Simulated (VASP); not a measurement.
Runs of VASP 6.6.1 on Pd. The structure is cubic, space group Fm-3m (No. 225). The conventional cell has a = 3.893 Å, b = 3.893 Å, c = 3.893 Å, α = 90.00°, β = 90.00°, γ = 90.00°. Pd (site symmetry m-3m) is surrounded by 12 Pd at 2.75 Å. 

```tsv
task	level	potentials or basis	cell	cutoff (eV)	smearing	ladder	gap on the mesh (eV)	pressure (GPa)	relaxed volume (Å³/atom)
single point	PBE	VASP PAW PBE potentials, release 64 (Pd_GW)	as given	550	gaussian 0.1 eV	-	none	5.7	-
band structure	MS2	VASP PAW PBE potentials, release 64 (Pd)	as given	520	fermi-dirac 0.05 eV	-	-	-2.4	-
relaxation of cell and atoms	r2SCAN	VASP PAW PBE potentials, release 64 (Pd)	relaxed	600	methfessel-paxton 0.1 eV	-	none	0.0	14.95
single point	PBEsol	VASP PAW PBE potentials, release 64 (Pd)	as given	520	fermi-dirac 0.05 eV	free	none	(a)	-
band structure	revTPSS	VASP PAW PBE potentials, release 64 (Pd)	as given	520	fermi-dirac 0.05 eV	-	-	-2.5	-
relaxation of cell and atoms	SCAN	VASP PAW PBE potentials, release 64 (Pd)	relaxed	600	methfessel-paxton 0.1 eV	-	none	0.0	(c)
single point	LDA	VASP PAW LDA potentials, release 64 (Pd_GW)	as given	550	gaussian 0.02 eV	-	none	-9.6	-
relaxation of cell and atoms	PBE	VASP PAW PBE potentials, release 64 (Pd_sv_GW)	relaxed	680	fermi-dirac 0.05 eV	-	none	-0.1	(b)
```

Alike in all rows: no spin polarisation; k mesh 12 × 12 × 12.

Problem. Fill in the values left out.

Solution. (a) -3.2; (b) 15.31; (c) 14.75.

Caveats: the PAW data sets were made with another functional, which shifts forces and pressure a little (some runs).

A k mesh can miss the band edges, and the runs leave out spin-orbit coupling on Pd.

A gap of «none» marks a metal or a gap under the smearing width.

Not every run made on this cell is shown here.
